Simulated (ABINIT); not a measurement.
Crystal: PbF2 (Fluorocronite).

```
Pb F
1.0
     0.00000    2.96366    2.96366
     2.96366    0.00000    2.96366
     2.96366    2.96366    0.00000
Pb F
1 2
Direct
  0.00000 0.00000 0.00000
  0.75000 0.75000 0.75000
  0.25000 0.25000 0.25000
```

Base run:

- Program: ABINIT 10.8.3 (patched build)
- Functional: AM05
- Potentials or basis: JTH PAW PBE v2.0
- Cutoff: 626 eV
- k mesh: 8 × 8 × 8
- Occupations: fermi-dirac, width 0.05 eV
- Spin: no spin polarisation

Its results: band gap on the k mesh 4.41 eV, indirect (least direct gap 4.55 eV); pressure 0.0 GPa.

Question: The run is repeated on the same cell with these changes: functional from AM05 to PW91. What comes out?

Answer: Band gap on the k mesh 4.44 eV, indirect (least direct gap 4.58 eV); pressure 2.0 GPa.

PW91 binds less tightly than AM05, so the same cell stands under more pressure.

Caveats: the PAW data sets were made with another functional, which shifts forces and pressure a little; spin-orbit coupling is left out, which as a rule narrows the gap of such compounds by several tenths of an eV.

Not every run made on this cell is shown here.
